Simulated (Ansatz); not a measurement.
RbCl (started from an entry of an open crystallographic database) (r2SCAN geometry), in Ansatz:

```cif
data_structure
_symmetry_space_group_name_H-M 'Fm-3m'
_symmetry_Int_Tables_number 225
_cell_length_a 6.6115
_cell_length_b 6.6115
_cell_length_c 6.6115
_cell_angle_alpha 90.000
_cell_angle_beta 90.000
_cell_angle_gamma 90.000
_cell_volume 289.00
loop_
_atom_site_label
_atom_site_type_symbol
_atom_site_symmetry_multiplicity
_atom_site_Wyckoff_symbol
_atom_site_fract_x
_atom_site_fract_y
_atom_site_fract_z
_atom_site_occupancy
Rb1 Rb 4 a 0.00000 0.00000 0.00000 1
Cl1 Cl 4 b 0.50000 0.00000 0.00000 1
```

G0W0@PBE with 396 empty bands, a screening cutoff of 180 eV and a 4×4×4 mesh (PAW, contour deformation) gives 7.675 eV over the mesh points, from a PBE gap of 4.957 eV; it sums over 404 bands with 411 plane waves in the screening and a wave cutoff of 420 eV. G0W0 here is at a finite number of bands, screening cutoff and k mesh, not at the basis limit. No spin polarisation and no zero-point or thermal motion.

Task: Estimate the gap with potentials of the kind norm-conserving.

Result: 7.691 eV (+0.016 eV), from a Kohn-Sham gap of 4.958 eV.

Task: Estimate the gap with frequency model Godby-Needs pole.

Result: 7.662 eV (-0.013 eV), from a Kohn-Sham gap of 4.957 eV.

Task: Estimate the gap with empty bands 768, screening cutoff 260 eV.

Result: 7.748 eV (+0.073 eV), from a Kohn-Sham gap of 4.957 eV.
